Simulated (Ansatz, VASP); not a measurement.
Ta in VASP and in Ansatz

File INCAR:

```
SYSTEM = Ta
PREC     = Accurate       ! precision mode
ENCUT    = 520            ! plane-wave cutoff, eV
EDIFF    = 1E-7           ! SCF threshold, eV
ISMEAR   = -1             ! smearing method
SIGMA    = 0.15           ! smearing width, eV
LREAL    = .FALSE.        ! projectors in reciprocal space
LASPH    = .TRUE.         ! aspherical terms in the spheres
NELM     = 60             ! most SCF steps
ALGO     = Normal         ! electronic algorithm
ISIF     = 2              ! what is computed and relaxed
LWAVE    = .FALSE.        ! write WAVECAR
LCHARG   = .FALSE.        ! write CHGCAR
GGA      = PE             ! functional
NBANDS   = 12             ! bands
```

The input KPOINTS:

```
Automatic mesh
0
G
  8 8 8
  0 0 0
```

Contents of POSCAR:

```
Ta
1.0
   -1.6314099884      1.6895966441      1.6847285576
    1.6459040649     -1.6549090234      1.6645450301
    1.6719373096      1.6954363446     -1.6500409368
Ta
1
Direct
    0.0000000000      0.0000000000      0.0000000000
```

Input for Ansatz:

```yaml
crystal:
  lattice:
    - [-1.6314099883587256, 1.689596644111018, 1.6847285575736424]
    - [1.6459040649422283, -1.6549090233724764, 1.6645450300575693]
    - [1.6719373096143246, 1.6954363446280754, -1.6500409368351008]
  atoms:
    - { symbol: Ta, position: [0.0, 0.0, 0.0] }
basis:
  ecutwfc: 540.0
  xc_grid: 2
kpoints:
  mp_grid:
    grid: [8, 8, 8]
hamiltonian:
  xc: pbe
scf:
  convergence:
    dr2_threshold: 1.0e-09
  occupations:
    method: fermi_dirac
    width: 0.15
output:
  forces: true
  stress: true
```

Alike in both runs: task single point; functional PBE; k mesh 8 × 8 × 8; occupations fermi-dirac, width 0.15 eV; no spin polarisation.

|  | VASP | Ansatz |
| --- | --- | --- |
| version | VASP 6.6.1 | Ansatz 0.2.0 |
| potentials or method | VASP PAW PBE potentials, release 64 (Ta_pv) | plane waves, PAW |
| plane-wave cutoff (eV) | 520 | 540 |
| valence electrons in the cell | 11 | 13 |

Ansatz gave:

| Property | Result |
| --- | --- |
| pressure (GPa) | -5.5 |
| largest component of the traceless stress (GPa) | 1.53 |

Problem. Estimate VASP's values.

Solution. Pressure (GPa): -5.4; largest component of the traceless stress (GPa): 1.53.

The two sets of potentials don't hold the same shells in valence. Ansatz warned: «stress_scf_threshold_loose».

The runs have no spin-orbit coupling, so splittings on Ta are missing.
